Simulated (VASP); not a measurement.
# RbBr: convergence, self-consistent run

RbBr, I4mm (no. 107), 2 atoms in the cell. PBE; PAW potentials Rb_sv, Br (PBE set). VASP 6.6.1. The cell is changed on purpose: last atom moved by 0.08 Å along z, cell strained by -1.0% along z.

Wanted: energy within 10 meV/atom; forces within 0.05 eV/Å; stress within 1 GPa; levels at the zone centre within 0.05 eV.

What the run is for: all; Accuracy asked: screening.

Levels at the zone centre: counted from the valence top at that point.

POSCAR:
```
RbBr
1.0
    0.0000000000      3.4270000000      3.3927300000
    3.4270000000      0.0000000000      3.3927300000
    3.4270000000      3.4270000000      0.0000000000
Rb Br
1 1
Direct
    0.0000000000      0.0000000000      0.0000000000
    0.5116720200      0.5116720200      0.4883279800
```

The series start from Plane-wave cutoff (eV): 290; k-point mesh: 6 × 6 × 6; Precision mode (PREC): Accurate; Electronic threshold (eV): 1e-6; Bands in all (NBANDS): 18; Aspherical gradient terms in the spheres (LASPH): yes; Electronic algorithm: ALGO=Normal; Delay and inner steps: defaults; Use of symmetry (ISYM): defaults. Each series keeps the choices made before it, and each single choice may use up half of a tolerance.

## Plane-wave cutoff (eV)

| Plane-wave cutoff (eV) | Energy less reference (meV/atom) | Forces, largest deviation (eV/Å) | Stress, largest deviation (GPa) | Levels at the zone centre, largest deviation (eV) | SCF iterations | Time (s) |
|---|---|---|---|---|---|---|
| 180 | 1 | 0.003 | 2.1 | 0.010 | 13 | 8.3 |
| 220 | 1 | 0.000 | 0.5 | 0.002 | 13 | 8.4 |
| 250 | 0 | 0.000 | 0.2 | 0.003 | 13 | 12 |
| 290 | 0 | 0.000 | 0.1 | 0.001 | 13 | 13 |
| 330 | 0 | 0.000 | 0.0 | 0.000 | 13 | 14 |
| 380 | 0 | 0.000 | 0.0 | 0.000 | 13 | 14 |
| 460 | 0 | 0.000 | 0.0 | 0.000 | 13 | 25 |
| 580 (reference) | 0 | 0.000 | 0.0 | 0.000 | 13 | 29 |

Chosen: 220, the loosest value from which every tighter one stays within half of the tolerance.

## k-point mesh

| k-point mesh | Energy less reference (meV/atom) | Forces, largest deviation (eV/Å) | Stress, largest deviation (GPa) | Levels at the zone centre, largest deviation (eV) | SCF iterations | Time (s) |
|---|---|---|---|---|---|---|
| 2 × 2 × 2 | 36 | 0.013 | 0.3 | 0.030 | 13 | 2.5 |
| 3 × 3 × 3 | 1 | 0.001 | 0.0 | 0.002 | 13 | 2.8 |
| 4 × 4 × 4 | 0 | 0.000 | 0.0 | 0.000 | 13 | 4.0 |
| 5 × 5 × 5 | 0 | 0.000 | 0.0 | 0.000 | 13 | 4.9 |
| 6 × 6 × 6 | 0 | 0.000 | 0.0 | 0.000 | 13 | 8.4 |
| 7 × 7 × 7 | 0 | 0.000 | 0.0 | 0.000 | 13 | 8.6 |
| 9 × 9 × 9 | 0 | 0.000 | 0.0 | 0.000 | 13 | 15 |
| 11 × 11 × 11 (reference) | 0 | 0.000 | 0.0 | 0.000 | 13 | 22 |

Chosen: 3 × 3 × 3.

## Precision mode (PREC)

| Precision mode (PREC) | Energy less reference (meV/atom) | Forces, largest deviation (eV/Å) | Stress, largest deviation (GPa) | Levels at the zone centre, largest deviation (eV) | SCF iterations | Time (s) |
|---|---|---|---|---|---|---|
| SingleN | 2 | 0.000 | 0.0 | 0.001 | 13 | 1.9 |
| Normal | -1 | 0.001 | 0.0 | 0.000 | 13 | 2.1 |
| Single | 0 | 0.004 | 0.0 | 0.000 | 13 | 2.4 |
| Accurate (reference) | 0 | 0.000 | 0.0 | 0.000 | 13 | 2.8 |

Chosen: SingleN.

## Electronic threshold (eV)

| Electronic threshold (eV) | Energy less reference (meV/atom) | Forces, largest deviation (eV/Å) | Stress, largest deviation (GPa) | Levels at the zone centre, largest deviation (eV) | SCF iterations | Time (s) |
|---|---|---|---|---|---|---|
| 0.001 | 0 | 0.000 | 0.1 | 0.021 | 9 | 1.4 |
| 0.0001 | 0 | 0.000 | 0.0 | 0.001 | 11 | 1.6 |
| 1e-5 | 0 | 0.000 | 0.0 | 0.001 | 11 | 1.6 |
| 1e-6 | 0 | 0.000 | 0.0 | 0.000 | 13 | 1.9 |
| 1e-7 | 0 | 0.000 | 0.0 | 0.000 | 15 | 2.0 |
| 1e-8 (reference) | 0 | 0.000 | 0.0 | 0.000 | 16 | 2.2 |

Chosen: 0.001.

## Bands in all (NBANDS)

| Bands in all (NBANDS) | Energy less reference (meV/atom) | Forces, largest deviation (eV/Å) | Stress, largest deviation (GPa) | Levels at the zone centre, largest deviation (eV) | SCF iterations | Time (s) |
|---|---|---|---|---|---|---|
| 9 | 0 | 0.001 | 0.3 | 0.012 | 10 | 1.2 |
| 10 | 0 | 0.001 | 0.2 | 0.012 | 10 | 1.3 |
| 12 | 0 | 0.000 | 0.1 | 0.004 | 9 | 1.2 |
| 14 | 0 | 0.000 | 0.1 | 0.003 | 9 | 1.2 |
| 18 | 0 | 0.000 | 0.1 | 0.002 | 9 | 1.4 |
| 28 (reference) | 0 | 0.000 | 0.0 | 0.000 | 9 | 1.5 |

Chosen: 9.

## Aspherical gradient terms in the spheres (LASPH)

| Aspherical gradient terms in the spheres (LASPH) | Energy less reference (meV/atom) | Forces, largest deviation (eV/Å) | Stress, largest deviation (GPa) | Levels at the zone centre, largest deviation (eV) | SCF iterations | Time (s) |
|---|---|---|---|---|---|---|
| yes | 0 | 0.000 | 0.0 | 0.000 | 10 | 1.2 |
| no | 0 | 0.000 | 0.0 | 0.000 | 10 | 0.6 |

Chosen: yes; no would be accurate enough too and is faster here.

## Electronic algorithm

| Electronic algorithm | Energy less reference (meV/atom) | Forces, largest deviation (eV/Å) | Stress, largest deviation (GPa) | Levels at the zone centre, largest deviation (eV) | SCF iterations | Time (s) |
|---|---|---|---|---|---|---|
| ALGO=Normal | 0 | 0.000 | 0.0 | 0.000 | 10 | 1.2 |
| ALGO=Fast | 0 | 0.002 | 0.1 | 0.014 | 11 | 1.3 |
| ALGO=VeryFast | 0 | 0.002 | 0.0 | 0.001 | 17 | 1.4 |
| ALGO=All ISEARCH=1 | 0 | 0.003 | 0.1 | 0.006 | 11 | 1.9 |
| ALGO=All ISEARCH=0 | 0 | 0.003 | 0.1 | 0.006 | 11 | 1.8 |
| ALGO=Damped TIME=0.4 | 0 | 0.004 | 0.0 | 0.032 | 13 | 1.6 |
| ALGO=Damped TIME=0.1 | 1 | 0.001 | 0.3 | 0.084 | 16 | 1.8 |

Chosen: ALGO=Normal; no other choice that stays within half of the tolerance saves 30 % of the time.

## Delay and inner steps

| Delay and inner steps | Energy less reference (meV/atom) | Forces, largest deviation (eV/Å) | Stress, largest deviation (GPa) | Levels at the zone centre, largest deviation (eV) | SCF iterations | Time (s) |
|---|---|---|---|---|---|---|
| defaults | 0 | 0.000 | 0.0 | 0.000 | 10 | 1.2 |
| NELMDL=-2 | 0 | 0.000 | 0.1 | 0.012 | 8 | 1.3 |
| NELMDL=-8 | 0 | 0.000 | 0.0 | 0.000 | 13 | 1.3 |
| NELMDL=-12 | 0 | 0.000 | 0.0 | 0.000 | 17 | 1.3 |
| NRMM=2 | 0 | 0.000 | 0.0 | 0.000 | 10 | 1.2 |
| NRMM=6 | 0 | 0.000 | 0.0 | 0.000 | 10 | 1.2 |
| WEIMIN=0.001 | 0 | 0.000 | 0.0 | 0.000 | 10 | 1.2 |

Chosen: defaults.

## Use of symmetry (ISYM)

| Use of symmetry (ISYM) | Energy less reference (meV/atom) | Forces, largest deviation (eV/Å) | Stress, largest deviation (GPa) | Levels at the zone centre, largest deviation (eV) | SCF iterations | Time (s) |
|---|---|---|---|---|---|---|
| defaults | 0 | 0.000 | 0.0 | 0.000 | 10 | 1.2 |
| ISYM=1 | 0 | 0.000 | 0.0 | 0.000 | 10 | 1.3 |
| ISYM=0 | 0 | 0.000 | 0.0 | 0.000 | 10 | 1.6 |
| ISYM=-1 | 0 | 0.000 | 0.0 | 0.000 | 10 | 2.0 |

Chosen: defaults.

## All choices together

| Input | Energy less reference (meV/atom) | Forces, largest deviation (eV/Å) | Stress, largest deviation (GPa) | Levels at the zone centre, largest deviation (eV) | Time (s) |
|---|---|---|---|---|---|
| the program's defaults (naive) | 0 | 0.004 | 0.5 | 0.009 | 1.5 |
| chosen settings | 4 | 0.001 | 0.5 | 0.008 | 1.2 |
| reference settings throughout | 0 | 0.000 | 0.0 | 0.000 | 199 |

The tolerance is met.

Values of the reference run: Forces: 0, 0, 0.1185, 0, 0, -0.1185 eV/Å; Stress: 1.078, 0, 0, 0, 1.078, 0, 0, 0, 1.576 GPa; Levels at the zone centre: -0.014, 0, 4.38 eV from the valence top at Gamma.

## The input

INCAR:
```
GGA = PE
ISMEAR = 0
SIGMA = 0.03
LWAVE = False
LCHARG = False
ISIF = 2
PREC = SingleN
LASPH = True
LREAL = False
ALGO = Normal
EDIFF = 0.001
NELM = 120
GGA_COMPAT = False
ENCUT = 220
EFERMI = MIDGAP
NBANDS = 9
```

KPOINTS:
```
Automatic mesh
0
Gamma
  3 3 3
  0 0 0
```

Commands:
```
cat potpaw_PBE.64/Rb_sv/POTCAR potpaw_PBE.64/Br/POTCAR > POTCAR
mpirun -np 1 vasp_std > vasp.out
```

The naive input happens to agree within the tolerance here, in 1.5 s.

The chosen input took VASP 6.6.1 1.2 s on 1 core (AMD EPYC 9R45 (Zen 5)), a shared host.

## An input that fails: tetrahedra on too few k points

VASP's message: IBZKPT: tetrahedron method fails for NKPT<4. NKPT = 1.

k mesh: 6 × 6 × 6 becomes 1 × 1 × 1.

Changes against the starting input:
```
- ISMEAR = 0
- NELM = 120
+ ISMEAR = -5
+ NELM = 98
```
